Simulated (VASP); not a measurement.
# C (C2/m) in VASP: notebook

One crystal, C, is run at these levels: PBEsol, PBE; tasks: single point.

Everything below comes from runs of VASP 6.6.1. Logs are shortened: lines on timing, memory, paths and dates and some standing lists are left out, and cuts for length are marked.

## 1. The cell of the first run

The structure is monoclinic, space group C2/m (No. 12). Conventional cell: a = 4.319 Å, b = 2.591 Å, c = 3.898 Å, α = 90.00°, β = 111.68°, γ = 90.00°. Around C (site symmetry m) lie 3 C at 1.46 to 1.50 Å.

This is a stacking variant of graphite.

## 2. Single point, PBEsol (functional PBEsol, strained and moved within the space group)

Contents of INCAR:

```
SYSTEM = C
ALGO = Fast
EDIFF = 1E-6
ENCUT = 520
GGA = PS
ISIF = 2
ISMEAR = 0
LASPH = .True.
LCHARG = .False.
LREAL = .False.
LWAVE = .False.
NBANDS = 11
NELM = 100
PREC = Accurate
SIGMA = 0.05
```

Contents of KPOINTS:

```
k-points
0
Gamma
  16 16 10
  0 0 0
```

Contents of POSCAR:

```
C
1.0
    2.1596343027     -1.2955186208     -0.0119768133
    2.1596343027      1.2955186208     -0.0119768133
   -1.4197386319      0.0000000000      3.6306712557
C
2
Direct
    0.8282028076      0.8282028076      0.0038029893
    0.1717971924      0.1717971924      0.9961970107
```

Potentials or basis: VASP PAW PBE potentials, release 64 (C).

Run with:

```
cat potpaw_PBE.64/C/POTCAR > POTCAR
mpirun -np 1 vasp_std > vasp.out
```

OUTCAR:

```text
SYSTEM = C
   EDIFF = 1E-6
   ENCUT = 520
   GGA = PS
   ISIF = 2
   ISMEAR = 0
   LASPH = .True.
   LREAL = .False.
   NELM = 100
   PREC = Accurate

 ion  position               nearest neighbor table
   1  0.828  0.828  0.004-   2 1.46   2 1.46   2 1.50
   2  0.172  0.172  0.996-   1 1.46   1 1.46   1 1.50

  LATTYP: Found a base centered monoclinic cell.
 ALAT       =     4.3193350254
 B/A-ratio  =     0.5998694767
 C/A-ratio  =     0.9025436333
 COS(beta)  =    -0.3693452783

  Lattice vectors:

 A1 = (   2.1596343027,  -1.2955186208,  -0.0119768133)
 A2 = (   2.1596343027,   1.2955186208,  -0.0119768133)
 A3 = (  -1.4197386319,   0.0000000000,   3.6306712557)

Analysis of symmetry for initial positions (statically):
=====================================================================
 Subroutine PRICEL returns:
 Original cell was already a primitive cell.

 Routine SETGRP: Setting up the symmetry group for a
 base centered monoclinic supercell.

 Subroutine GETGRP returns: Found  4 space group operations
 (whereof  4 operations were pure point group operations)
 out of a pool of  4 trial point group operations.

The static configuration has the point symmetry C_2h.

Analysis of symmetry for dynamics (positions and initial velocities):
=====================================================================
 Subroutine PRICEL returns:
 Original cell was already a primitive cell.

 Routine SETGRP: Setting up the symmetry group for a
 base centered monoclinic supercell.

 Subroutine GETGRP returns: Found  4 space group operations
 (whereof  4 operations were pure point group operations)
 out of a pool of  4 trial point group operations.

The dynamic configuration has the point symmetry C_2h.

 Subroutine INISYM returns: Found  4 space group operations
 (whereof  4 operations are pure point group operations),
 and found     1 'primitive' translations

----------------------------------------------------------------------------------------

                                     Primitive cell

  volume of cell :      20.2721

  direct lattice vectors                    reciprocal lattice vectors
     2.159634303 -1.295518621 -0.011976813     0.232023849 -0.385945823  0.090730666
     2.159634303  1.295518621 -0.011976813     0.232023849  0.385945823  0.090730666
    -1.419738632  0.000000000  3.630671256     0.001530795  0.000000000  0.276029764

  length of vectors
     2.518438457  2.518438457  3.898388327     0.459370546  0.459370546  0.276034008

  position of ions in fractional coordinates (direct lattice)
     0.828202808  0.828202808  0.003802989
     0.171797192  0.171797192  0.996197011

  ion indices of the primitive-cell ions
   primitive index   ion index
                 1           1
                 2           2

----------------------------------------------------------------------------------------

 KPOINTS: k-points

Automatic generation of k-mesh.
 Grid dimensions read from file:
 generate k-points for:   16   16   10

 Generating k-lattice:

  Cartesian coordinates                     Fractional coordinates (reciprocal lattice)
     0.014501491 -0.024121614  0.005670667     0.062500000  0.000000000  0.000000000
     0.014501491  0.024121614  0.005670667     0.000000000  0.062500000  0.000000000
     0.000153079  0.000000000  0.027602976     0.000000000  0.000000000  0.100000000

  Length of vectors
     0.028710659  0.028710659  0.027603401

  Shift w.r.t. Gamma in fractional coordinates (k-lattice)
     0.000000000  0.000000000  0.000000000

 Subroutine IBZKPT returns following result:
 ===========================================

 Found    690 irreducible k-points:

 Following reciprocal coordinates:
            Coordinates               Weight
  0.000000  0.000000  0.000000      1.000000
  0.062500  0.000000  0.000000      4.000000
  0.125000  0.000000  0.000000      4.000000
  0.187500  0.000000  0.000000      4.000000
  0.250000  0.000000  0.000000      4.000000
  0.312500 -0.000000 -0.000000      4.000000
[... 16 lines left out ...]
 -0.125000  0.062500  0.000000      4.000000
 -0.062500  0.062500  0.000000      2.000000
 [... further k-points ...]
   k-points           NKPTS =    690   k-points in BZ     NKDIM =    690   number of bands    NBANDS=     11
   number of dos      NEDOS =    301   number of ions     NIONS =      2
   total plane-waves  NPLWV =  12000
   dimension x,y,z NGX =    20 NGY =   20 NGZ =   30
   dimension x,y,z NGXF=    40 NGYF=   40 NGZF=   60
   ions per type =               2
   NGX,Y,Z   is equivalent  to a cutoff of  13.20, 13.20, 12.79 a.u.
   NGXF,Y,Z  is equivalent  to a cutoff of  26.40, 26.40, 25.59 a.u.
 SYSTEM =  C
   PREC   = accura    normal or accurate (medium, high low for compatibility)
   ISTART =      0    job   : 0-new  1-cont  2-samecut
   ICHARG =      2    charge: 1-file 2-atom 10-const
   ISPIN  =      1    spin polarized calculation?
   LNONCOLLINEAR =      F non collinear calculations
   LSORBIT =      F    spin-orbit coupling
   LASPH  =      T    aspherical Exc in radial PAW
   ENCUT  =  520.0 eV  38.22 Ry    6.18 a.u.   4.68  4.68  7.25*2*pi/ulx,y,z
   NELM   =    100;   NELMIN=  2; NELMDL= -5     # of ELM steps
   EDIFF  = 0.1E-05   stopping-criterion for ELM
   LREAL  =      F    real-space projection
   EDIFFG = 0.1E-04   stopping-criterion for IOM
   NSW    =      0    number of steps for IOM
   IBRION =     -1    ionic relax: 0-MD 1-quasi-New 2-CG
   NFREE  =      0    steps in history (QN), initial steepest desc. (CG)
   ISIF   =      2    stress and relaxation
   ISYM   =      2    0-nonsym 1-usesym 2-fastsym
   POTIM  = 0.5000    time-step for ionic-motion
   TEBEG  =    0.0;   TEEND  =   0.0 temperature during run
   PSTRESS=    0.0 pullay stress
   NELECT =       8.0000    total number of electrons
   NUPDOWN=      -1.0000    fix difference up-down
   EMIN   =  10.00;   EMAX   =-10.00  energy-range for DOS
   EFERMI =   0.00;   METHOD = LEGACY
   ISMEAR =     0;   SIGMA  =   0.05  broadening in eV -4-tet -1-fermi 0-gaus
   EFERMI_NEDOS =   21; number of points for ismear=-14 and -15
   IALGO  =     68    algorithm
   IMIX   =      4    mixing-type and parameters
     AMIX     =   0.40;   BMIX     =  1.00
     AMIX_MAG =   1.60;   BMIX_MAG =  1.00
  volume/ion in A,a.u.               =      10.14        68.40
  Fermi-wavevector in a.u.,A,eV,Ry     =   1.200804  2.269191 19.618656  1.441931
  Thomas-Fermi vector in A             =   2.336630
   LORBIT       =      0    0 simple, 1 ext, 2 COOP (PROOUT), +10 PAW based schemes
   GGA     = PS    functional components
   LHFCALC =     F    Hartree Fock is set to
   AEXX    =    0.0000 exact exchange contribution
   IVDW    =     0    specifies the selected vdW correction
   LEPSILON=     F    determine dielectric tensor
   LRPA    =     F    only Hartree local field effects (RPA)
 non-spin polarized calculation
 RMM-DIIS sequential band-by-band and
 Gauss-broadening in eV      SIGMA  =   0.05
  energy-cutoff  :      520.00
  volume of cell :       20.27
 maximum number of plane-waves:       562
   NGX =  9   NGY =  9   NGZ = 15

 number of electron       8.0000000 magnetization

 Free energy of the ion-electron system (eV)
  ---------------------------------------------------
  ext. energy  EPLUGINS =         0.00000000
  ---------------------------------------------------
  free energy    TOTEN  =       -19.06082532 eV

  energy without entropy =      -19.06082532  energy(sigma->0) =      -19.06082532

 E-fermi :   3.4767     XC(G=0):  -9.8362

 val. band max:        3.2752665703   @ k =  -0.3125   0.3125   0.0000
 cond. band min:       3.6772690895   @ k =  -0.3125   0.3125   0.0000
 fundamental gap:      0.4020025192
 Fermi energy:         3.4766772967

 k-point     1 :       0.0000    0.0000    0.0000
  band No.  band energies     occupation
      1     -15.3947      2.00000
      2      -2.8669      2.00000
      3      -0.3502      2.00000
      4       1.2718      2.00000
      5       7.3001      0.00000
      6      10.5742      0.00000
      7      11.8000      0.00000
      8      13.7479      0.00000
      9      14.0979      0.00000
     10      24.6706      0.00000
     11      26.0082      0.00000

 k-point     2 :       0.0625    0.0000    0.0000
  band No.  band energies     occupation
      1     -15.3078      2.00000
      2      -2.7758      2.00000
      3      -0.6338      2.00000
      4       1.0161      2.00000
      5       7.4234      0.00000
      6      10.8180      0.00000
      7      11.9808      0.00000
      8      13.4512      0.00000
      9      14.2677      0.00000
     10      24.9258      0.00000
     11      25.7085      0.00000

 k-point     3 :       0.1250    0.0000    0.0000
  band No.  band energies     occupation
      1     -15.0477      2.00000
      2      -2.5038      2.00000
      3      -1.4449      2.00000
      4       0.4036      2.00000
      5       7.7912      0.00000
      6      11.2309      0.00000
      7      12.5397      0.00000
      8      12.6551      0.00000
      9      14.8800      0.00000
     10      24.6278      0.00000
     11      25.6222      0.00000
[... 267 lines left out ...]
 k-point    23 :      -0.1250    0.0625    0.0000
  band No.  band energies     occupation
      1     -14.8047      2.00000
      2      -2.2174      2.00000
      3      -2.1503      2.00000
      4      -0.1110      2.00000
      5       8.0452      0.00000
      6      11.7430      0.00000
      7      11.9761      0.00000
      8      13.0337      0.00000
      9      15.3065      0.00000
     10      23.3568      0.00000
     11      25.9628      0.00000

 k-point    24 :      -0.0625    0.0625    0.0000
  band No.  band energies     occupation
      1     -15.1424      2.00000
      2      -2.5762      2.00000
      3      -1.2190      2.00000
      4       0.6204      2.00000
      5       7.6124      0.00000
      6      11.5049      0.00000
      7      12.1568      0.00000
      8      12.8638      0.00000
      9      14.5480      0.00000
     10      24.9200      0.00000
     11      25.3236      0.00000

 [... further k-points ...]

------------------------ aborting loop because EDIFF is reached ----------------------------------------

  FORCE on cell =-STRESS in cart. coord.  units (eV):
  Direction    XX          YY          ZZ          XY          YZ          ZX
  --------------------------------------------------------------------------------------
  -------------------------------------------------------------------------------------
  Total       -2.7495160     -5.5188185     -0.0068991      0.0000000      0.0000000      0.0705646
  in kB     -217.3045759   -436.1729564     -0.5452591      0.0000000      0.0000000      5.5769856
  external PRESSURE =    -218.0075971 kB  Pullay stress =       0.0000000 kB

 VOLUME and BASIS-vectors are now :
 -----------------------------------------------------------------------------
  energy-cutoff  :      520.00
  volume of cell :       20.27
      direct lattice vectors                 reciprocal lattice vectors
     2.159634303 -1.295518621 -0.011976813     0.232023849 -0.385945823  0.090730666
     2.159634303  1.295518621 -0.011976813     0.232023849  0.385945823  0.090730666
    -1.419738632  0.000000000  3.630671256     0.001530795  0.000000000  0.276029764

 POSITION                                       TOTAL-FORCE (eV/Angst)
 -----------------------------------------------------------------------------------
      3.57183      0.00000     -0.00603         2.121719      0.000000     -0.461324
     -0.67230      0.00000      3.61275        -2.121719      0.000000      0.461324
 -----------------------------------------------------------------------------------
    total drift:                               -0.000000     -0.000000     -0.000000

  FREE ENERGIE OF THE ION-ELECTRON SYSTEM (eV)
  ---------------------------------------------------
  free  energy   TOTEN  =       -19.0608253202 eV

  energy  without entropy=      -19.0608253202  energy(sigma->0) =      -19.06082532
```

Wall time 56 s (1 thread of Intel Xeon 6975P-C (Granite Rapids), shared host); peak memory 0.23 GiB.

Results:

- Free energy: -19.0608 eV
- Pressure: -21.8 GPa
- Largest force: 2.171 eV/Å
- Band gap on the k mesh: 0.40 eV, direct

Forces on the atoms (eV/Å):
```
C    2.122  0.000 -0.461
C   -2.122  0.000  0.461
```

Caveat: so large a pressure means that the cell lies far from this level's equilibrium, or that cutoff or potentials fall short; the potentials were made for another functional, which shifts forces and pressure; this functional lacks dispersion, which binds the layers, so the pressure and a relaxed spacing across them are unreliable. A k mesh can miss the band edges.

## 3. Single point, PBE (one atom moved)

Contents of INCAR:

```
SYSTEM = C
PREC = Accurate
ENCUT = 520
EDIFF = 1E-6
ISMEAR = 0
SIGMA = 0.05
LREAL = .False.
LASPH = .True.
NELM = 100
ALGO = Fast
ISIF = 2
LWAVE = .False.
LCHARG = .False.
GGA = PE
NBANDS = 11
```

Contents of KPOINTS:

```
Automatic mesh
0
Gamma
  16 16 10
  0 0 0
```

Contents of POSCAR:

```
C
1.0
    2.1273203072     -1.2282824400      0.0000000000
    2.1273203072      1.2282824400      0.0000000000
   -1.3790696309      0.0000000000      3.5028300786
C
2
Direct
    0.8603430021      0.8629808319     -0.0146607445
    0.1666444700      0.1666444700      0.9999069600
```

Potentials or basis: VASP PAW PBE potentials, release 64 (C).

Run with:

```
cat potpaw_PBE.64/C/POTCAR > POTCAR
mpirun -np 1 vasp_std > vasp.out
```

Run time: 82 s. Hardware: 1 thread of Intel Xeon 6975P-C (Granite Rapids), shared host; peak memory 0.29 GiB.

Results (log left out):

```yaml
Free_energy: -17.8027 eV
Pressure: 14.3 GPa
Largest_force: 9.150 eV/Å
Band_gap_on_the_k_mesh: 0.12 eV, indirect (least direct gap 0.22 eV)
```

Forces in eV/Å, atoms in the order of the input:
```
C   -9.121 -0.116  0.729
C    9.121  0.116 -0.729
```

Stress tensor (GPa, compression positive):
```
39.93 -0.31  4.08
-0.31  1.21  0.05
 4.08  0.05  1.66
```

Levels at points of the mesh, in eV from the valence-band top:
```
           k point  band 2  band 3  band 4  band 5  band 6  band 7
(0.00, 0.00, 0.00)   -6.55   -4.56   -0.42    4.24    6.07   10.94
(0.50, 0.00, 0.00)  -12.39   -6.21   -2.34    3.31    7.04   11.61
(0.00, 0.50, 0.00)  -12.34   -6.27   -2.37    3.37    7.07   11.60
(0.50, 0.50, 0.00)  -13.28   -5.28   -1.17    0.12    8.18   13.73
(0.00, 0.00, 0.50)   -8.10   -4.55   -0.43    6.04    9.79   10.90
(0.50, 0.00, 0.50)  -12.32   -6.24   -2.82    2.42    6.80   13.68
(0.00, 0.50, 0.50)  -12.28   -6.29   -2.85    2.48    6.83   13.66
(0.50, 0.50, 0.50)  -13.36   -5.24   -0.71    0.68    8.47   12.05
```

Caveat: forces of over 1 eV/Å show positions far from the minimum, so gaps and moduli don't describe the material at rest. A k mesh can miss the band edges.
